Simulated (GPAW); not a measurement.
# MnO2 (P6_3/mmc) in GPAW: dielectric tensor with LDA

Aim: the dielectric tensor of MnO2 with LDA.

Everything below comes from runs of GPAW 26.7.0. Logs are shortened: lines on timing, memory, paths and dates and some standing lists are left out, and cuts for length are marked. The log counts tension as positive stress, the text compression.

### Step 1. The structure

Symmetry: P6_3/mmc, No. 194, hexagonal system. The conventional cell has a = 2.855 Å, b = 2.855 Å, c = 10.222 Å, α = 90.00°, β = 90.00°, γ = 120.00°. Mn (site symmetry -3m) has 6 O at 1.90 Å as nearest neighbours. O (site symmetry 3m) is surrounded by 3 Mn at 1.90 Å.

Measurements of this composition are mostly on another form, of space group No. 136.

### Step 2. Dielectric tensor, LDA, collinear spin, ferromagnetic start

run.py reads:

```python
import numpy as np
from ase import Atoms
from ase.dft.bandgap import bandgap
from ase.io import write
from gpaw import GPAW, PW
from gpaw.response.df import DielectricFunction

atoms = Atoms(['Mn', 'Mn', 'O', 'O', 'O', 'O'],
              cell=[[2.8549554371, 0.0, 0.0],
                    [-1.4274777185, 2.4724639352, 0.0],
                    [0.0, 0.0, 10.2217427273]],
              scaled_positions=[[0.0, 0.0, 0.5],
                                [0.0, 0.0, 0.0],
                                [0.6666666667, 0.3333333333, 0.40685645],
                                [0.6666666667, 0.3333333333, 0.09314355],
                                [0.3333333333, 0.6666666667, 0.59314355],
                                [0.3333333333, 0.6666666667, 0.90685645]],
              pbc=True)
atoms.set_initial_magnetic_moments([5.0, 5.0, 0.0, 0.0, 0.0, 0.0])

calc = GPAW(mode=PW(600),
            xc='LDA',
            kpts={'size': (9, 9, 2), 'gamma': True},
            occupations={'name': 'fermi-dirac', 'width': 0.001},
            nbands=47,
            convergence={'density': 0.0001},
            maxiter=150,
            txt='gpaw.txt')
atoms.calc = calc
energy = atoms.get_potential_energy()
calc.write('gs.gpw')
write('result.traj', atoms)
print(f'Energy: {energy:.6f} eV')
print('Moments:', calc.get_magnetic_moments().round(3))
print('Fermi level:', round(calc.get_fermi_level(), 4), 'eV')
print(f'Gap: {bandgap(calc)[0]:.4f} eV, direct: {bandgap(calc, direct=True)[0]:.4f} eV')

for size in [(6, 6, 2), (9, 9, 2)]:
    name = 'x'.join(str(n) for n in size)
    dense = calc.fixed_density(kpts={'size': size, 'gamma': True},
                               nbands=81, convergence={'bands': 75, 'eigenstates': 1e-7},
                               update_fermi_level=True, txt=f'dense-{name}.txt')
    dense.write(f'{name}.gpw', mode='all')
    df = DielectricFunction(f'{name}.gpw', frequencies=np.array([0.0]), hilbert=False, eta=0.001,
                            ecut=80, nbands=75, intraband=False, txt=f'df-{name}.txt')
    for xc in ['RPA']:
        for direction in ['x', 'y', 'z', [0, 1, 1], [1, 0, 1], [1, 1, 0]]:
            e0, e = df.get_macroscopic_dielectric_constant(xc=xc, direction=direction)
            print(f'{name} {xc} {direction}: {e0:.4f} without, {e:.4f} with local fields')
```

Potentials or basis: the program's PAW data sets (release 1.2.1) made for this functional, pw.

On the command line:

```bash
$ OMP_NUM_THREADS=1 python run.py
```

gpaw.txt:

```text
__  _  _
 | _ |_)|_||  |
 |__||  | ||/\| - 26.7.0

Input parameters:
  mode=PW(ecut=600.0),
  convergence={'density': 0.0001},
  kpts=MonkhorstPack(size=(9, 9, 2), gamma=True),
  maxiter=150,
  nbands=47,
  occupations=Occupations(name='fermi-dirac', width=0.001),
  xc=XC(name='LDA')

Diagonalizing LCAO Hamiltonian
Converting LCAO to pw mode

        O

        O

       Mn
           O

           O

       Mn

Atoms  # Å, Bohr magnetons
|   | symbol |         x |        y |        z |    initial magnetic moments |
|---|--------|-----------|----------|----------|-----------------------------|
| 0 |     Mn |  0.000000 | 0.000000 | 5.110871 | ( 0.0000,  0.0000,  5.0000) |
| 1 |     Mn |  0.000000 | 0.000000 | 0.000000 | ( 0.0000,  0.0000,  5.0000) |
| 2 |      O |  1.427478 | 0.824155 | 4.158782 | ( 0.0000,  0.0000,  0.0000) |
| 3 |      O |  1.427478 | 0.824155 | 0.952089 | ( 0.0000,  0.0000,  0.0000) |
| 4 |      O | -0.000000 | 1.648309 | 6.062961 | ( 0.0000,  0.0000,  0.0000) |
| 5 |      O | -0.000000 | 1.648309 | 9.269653 | ( 0.0000,  0.0000,  0.0000) |

Unit cell  # Å
| periodic |         x |        y |         z |   lengths |     angles |
|----------|-----------|----------|-----------|-----------|------------|
|      yes |  2.854955 | 0.000000 |  0.000000 |  2.854955 |  90.000000 |
|      yes | -1.427478 | 2.472464 |  0.000000 |  2.854955 |  90.000000 |
|      yes |  0.000000 | 0.000000 | 10.221743 | 10.221743 | 120.000000 |

Number of symmetries: 12
Symmetry operations  # r_c * U_cc + t_c -> r_c
|    | kind |            matrix            |
|----|------|------------------------------|
|  0 |  σ   |  1, 1, 0,  0,-1, 0,  0, 0, 1 |
|  1 |  S6  |  1, 1, 0, -1, 0, 0,  0, 0,-1 |
|  2 |  E   |  1, 0, 0,  0, 1, 0,  0, 0, 1 |
|  3 |  C2  |  1, 0, 0, -1,-1, 0,  0, 0,-1 |
|  4 |  C2  |  0, 1, 0,  1, 0, 0,  0, 0,-1 |
|  5 |  C3  |  0, 1, 0, -1,-1, 0,  0, 0, 1 |
|  6 |  S6  |  0,-1, 0,  1, 1, 0,  0, 0,-1 |
|  7 |  σ   |  0,-1, 0, -1, 0, 0,  0, 0, 1 |
|  8 |  σ   | -1, 0, 0,  1, 1, 0,  0, 0, 1 |
|  9 |  i   | -1, 0, 0,  0,-1, 0,  0, 0,-1 |
| 10 |  C3  | -1,-1, 0,  1, 0, 0,  0, 0, 1 |
| 11 |  C2  | -1,-1, 0,  0, 1, 0,  0, 0,-1 |

BZ-sampling:
  Number of BZ points: 162
  Number of IBZ points: 24

  Monkhorst-Pack size: [9, 9, 2]
  Monkhorst-Pack shift: [0.0, 0.0, 0.25]

K-points  # in reciprocal-cell coordinates
|     |                                coordinates |     weight |
|-----|--------------------------------------------|------------|
|   0 | (  0.00000000,   0.00000000,   0.00000000) | 0.00617284 |
|   1 | (  0.00000000,   0.00000000,   0.50000000) | 0.00617284 |
|   2 | (  0.11111111,   0.00000000,   0.00000000) | 0.03703704 |
|   3 | (  0.11111111,   0.00000000,   0.50000000) | 0.03703704 |
|   4 | (  0.22222222,  -0.11111111,   0.00000000) | 0.03703704 |
|   5 | (  0.22222222,  -0.11111111,   0.50000000) | 0.03703704 |
|   6 | (  0.22222222,   0.00000000,   0.00000000) | 0.03703704 |
|   7 | (  0.22222222,   0.00000000,   0.50000000) | 0.03703704 |
|   8 | (  0.33333333,  -0.11111111,   0.00000000) | 0.07407407 |
|   9 | (  0.33333333,  -0.11111111,   0.50000000) | 0.07407407 |
| ... |                                            |            |
|  23 | (  0.44444444,   0.44444444,   0.50000000) | 0.03703704 |

Plane wave coefficients: 2428
Cutoff: 600.0 eV

Spin-components: 2 (collinear spins)
Bands:           47
Projectors:      32
Spin-degeneracy: 1
Datatype:        complex128

Parallelization:
  kpt:    1
  domain: 1
  band:   1

Density:
  Valence electrons: 54.0
  Components: 2
  Grid points: [18 18 60]
  Charge: 0.0  # |e|

Potential:
  Grid points: [18 18 60]

species:
  Mn:
    name:    Manganese
    Z:       25.0
    valence: 15
    core:    10
    charge:  0.0  # [|e|]
    compensation charges:
      type: gauss
      rc: 0.38  # [Å]
      lmax: 2
    cutoffs:
      filter: 2.14  # [Å]
      core: 0.86  # [Å]
    projectors
    | kind |    occ | energy [eV] | rcut [Å] |
    |------|--------|-------------|----------|
    |   3s |  2.000 |     -85.387 |    1.275 |
    |   4s |  2.000 |      -5.282 |    1.275 |
    |   3p |  6.000 |     -54.493 |    1.281 |
    |   4p |  0.000 |      -1.471 |    1.281 |
    |   3d |  5.000 |      -7.009 |    1.138 |
    |    d |        |      20.203 |    1.138 |

    Using partial waves for Mn as LCAO basis

  O:
    name:    Oxygen
    Z:       8.0
    valence: 6
    core:    2
    charge:  0.0  # [|e|]
    compensation charges:
      type: gauss
      rc: 0.21  # [Å]
      lmax: 2
    cutoffs:
      filter: 1.17  # [Å]
      core: 0.83  # [Å]
    projectors
    | kind |    occ | energy [eV] | rcut [Å] |
    |------|--------|-------------|----------|
    |   2s |  2.000 |     -23.752 |    0.688 |
    |   2p |  4.000 |      -9.195 |    0.598 |
    |    s |        |       3.459 |    0.688 |
    |    p |        |      18.016 |    0.598 |
    |    d |        |       0.000 |    0.619 |

    Using partial waves for O as LCAO basis

Reference energy: -71022.576221  # eV

eigensolver:
  PPCG
  Converge bands: occupied
  niter=2

density mixing:
  MSR1-Mixer
  Pratt-step length: 0.05
  Maximum mixing coefficient: 0.75
  Old densities: 10
  SVD Regularization: 0.005
  Good broyden scale: 1.0
  Trust region scale: 1.0
  Backstep threshold: 4.0
  History deletion threshold: 6.0
  Fourier metric: weight=20.0, sigma=0.015

occupation numbers:
  Fermi-Dirac:
    width: 0.0010  # eV

poisson solver:
  ecut: 4800.0  # eV

xc functional:
  name: None

convergence criteria:
- Maximum integral of absolute [dens]ity change: 0.0001 electrons / valence electron
- Maximum [total energy] change in last 3 cyles: 0.0005 eV / valence electron
- Maximum integral of absolute [eigenst]ate change: 4e-08 eV^2 / valence electron
maximum number of iterations: 150

SCF iterations
|iter     | |      energy | eigst |  dens |  magmom |
|---------|-|-------------|-------|-------|---------|
|iter:   1| |  -58.023584 | +0.39 |       | +10.0045|
|iter:   2| |  -56.009633 | -1.41 | -0.72 |  +9.8043|
|iter:   3| |  -53.952138 | -1.26 | -0.78 |  +8.3097|
|iter:   4| |  -54.265024 | -2.38 | -1.16 |  +7.3991|
|iter:   5| |  -54.403578 | -2.59 | -1.30 |  +6.2395|
|iter:   6| |  -54.424094 | -3.26 | -1.73 |  +5.8857|
|iter:   7| |  -54.425349c| -3.61 | -2.07 |  +5.9072|
|iter:   8| |  -54.422136c| -4.11 | -2.15 |  +5.9878|
|iter:   9| |  -54.422284c| -5.36 | -2.88 |  +5.9973|
|iter:  10| |  -54.422292c| -6.58 | -3.48 |  +6.0012|
|iter:  11| |  -54.422292c| -7.73c| -4.12c|  +6.0005|

Converged in 11 steps
Energy contributions relative to reference atoms: (reference = -71022.576221)

Energy contributions:
  Kinetic:          33.815628
  Coulomb:         -38.925954
  Zero:              0.598404
  External:          0.000000
  Xc:              -49.910369
  Entropy:          -0.000000
  Spinorbit:         0.000000
  ----------------------------
  Free energy:     -54.422292
  Extrapolated:    -54.422292

dipole moment: (-6.663061, -11.540761, -23.856100)  # |e|*Ang

Total magnetic moment: (0.000000, 0.000000, 6.000529)

Local magnetic moments
|        x |        y |        z |
|----------|----------|----------|
| 0.000000 | 0.000000 | 2.780176 |  # Mn   0
| 0.000000 | 0.000000 | 2.780195 |  # Mn   1
| 0.000000 | 0.000000 | 0.043544 |  # O    2
| 0.000000 | 0.000000 | 0.043536 |  # O    3
| 0.000000 | 0.000000 | 0.043544 |  # O    4
| 0.000000 | 0.000000 | 0.043536 |  # O    5

Fermi level: 2.998
Eigenvalues  # (at kpt = [0.000, 0.000, 0.000])
| band index |      eig [eV] | occ [0-1] |      eig [eV] | occ [0-1] |
|------------|---------------|-----------|---------------|-----------|
|          0 |       -78.167 |     1.000 |       -75.107 |     1.000 |
|        ... |               |           |               |           |
|         19 |         0.366 |     1.000 |         1.157 |     1.000 |
|         20 |         0.367 |     1.000 |         1.157 |     1.000 |
|         21 |         0.372 |     1.000 |         1.185 |     1.000 |
|         22 |         0.374 |     1.000 |         1.185 |     1.000 |
|         23 |         0.999 |     1.000 |         1.188 |     1.000 |
|         24 |         1.020 |     1.000 |         3.177 |     0.000 |
[... 8 lines left out ...]
|         33 |         5.507 |     0.000 |         6.952 |     0.000 |
|         34 |         9.085 |     0.000 |         9.340 |     0.000 |
|        ... |               |           |               |           |
|         46 |        24.853 |     0.000 |        25.589 |     0.000 |

Gap: 0.481 eV
Transition (v -> c):
  (s=0, k=2, n=29, [0.11, 0.00, 0.00]) -> (s=1, k=0, n=24, [0.00, 0.00, 0.00])
Direct/indirect transitions are different
Direct gap: 0.511 eV
Transition at: (s=0->1, k=0, n=29, [0.00, 0.00, 0.00])
# Writing to gs.gpw (mode='')
```

Run time: 9.3 min. Hardware: 1 thread of Arm Neoverse V2, shared host; peak memory 0.74 GiB.

Results:

```yaml
Free_energy: -54.4223 eV
Band_gap_on_the_k_mesh: 0.48 eV, indirect (least direct gap 0.51 eV)
Net_moment: 6.00 μB per cell
Site_moments: Mn +2.78; O +0.04 μB
Electronic_dielectric_tensor_diagonal: 7.63, 7.63, 2.38
```

Electronic dielectric tensor:
```
7.63 0.00 0.00
0.00 7.63 0.00
0.00 0.00 2.38
```

Caveat: the gap is small at this level, which inflates the dielectric constant; the long-wavelength limit can be off by several per cent where d states take part; an odd mesh through Γ misses points on the zone boundary, where band edges often lie; only a ferromagnetic start was run, and an antiferromagnetic order may lie lower in energy.
